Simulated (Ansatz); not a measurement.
# C: the cost of one run

Program: Ansatz 0.2.0. Level of theory: DFT PBE+D3(BJ), scalar-relativistic, plane waves, PAW. These are calculated values, not measurements.

The COD entry's cell or inner coordinates are ideal or old and differ from later refinements, so a difference from it is no clean test against experiment.

3 further runs of the same task are left out: 1 that didn't finish, 2 set aside as unsound or not needed.

**1. The structure to begin with**

It takes space group P6_3/mmc (No. 194, hexagonal). Conventional cell: a = 2.465 Å, b = 2.465 Å, c = 6.738 Å, α = 90.00°, β = 90.00°, γ = 120.00°. Around C (site symmetry -6m2) lie 3 C at 1.42 Å.

As a file:

```cif
data_structure
_symmetry_space_group_name_H-M 'P 1'
_symmetry_Int_Tables_number 1
_cell_length_a 2.4650
_cell_length_b 2.4650
_cell_length_c 6.7384
_cell_angle_alpha 90.000
_cell_angle_beta 90.000
_cell_angle_gamma 120.000
_cell_volume 35.46
loop_
_atom_site_label
_atom_site_type_symbol
_atom_site_fract_x
_atom_site_fract_y
_atom_site_fract_z
_atom_site_occupancy
C1 C 0.00000 0.00000 0.00250 1
C2 C 0.00000 0.00000 0.50250 1
C3 C 0.33333 0.66667 0.00250 1
C4 C 0.66667 0.33333 0.50250 1
```

This cell was relaxed beforehand with the same method: volume 8.86 Å³/atom, gap on the mesh none (metal).

**2. The reference cell**

The reference gives a free energy of -1004.3405 eV, pressure -0.01 GPa, largest force 0.000 eV/Å and gap on the mesh none (metal). It was computed beforehand with the settings of the runs below.

**3. Next: biaxial against axial strain**

The cell is strained by p along both x and y and by q along z, with fractional coordinates fixed.

**4. At p = -0.080, q = -0.080**

Contents of input.yaml:

```yaml
crystal:
  lattice:
    - [2.2677812922, 0.0, 0.0]
    - [-1.1338906461, 1.9639562093, 0.0]
    - [0.0, 0.0, 6.1993580202]
  atoms:
    - { symbol: C, position: [0.0, 0.0, 0.0025] }
    - { symbol: C, position: [0.0, 0.0, 0.5025] }
    - { symbol: C, position: [0.3333333333, 0.6666666667, 0.0025] }
    - { symbol: C, position: [0.6666666667, 0.3333333333, 0.5025] }
basis:
  ecutwfc: 420
kpoints:
  mp_grid: { grid: [24, 24, 8] }
hamiltonian:
  xc: pbe
  dispersion: d3bj
scf:
  occupations: { method: gaussian, width: 0.15 }
output:
  forces: true
  stress: true
  eigenvalues: true
```

Started as:

```sh
> ansatz run input.yaml --threads 2 --pin off --max-ram 5120MiB --backend cpu --events-out ev --progress --plain --runs-dir out
```

Q: Estimate wall time and peak memory on 2 threads of Intel Xeon Platinum 8175M at 2.50GHz (Skylake/Cascade Lake), shared host.

About 4.3 s, with a peak of 0.41 GiB.
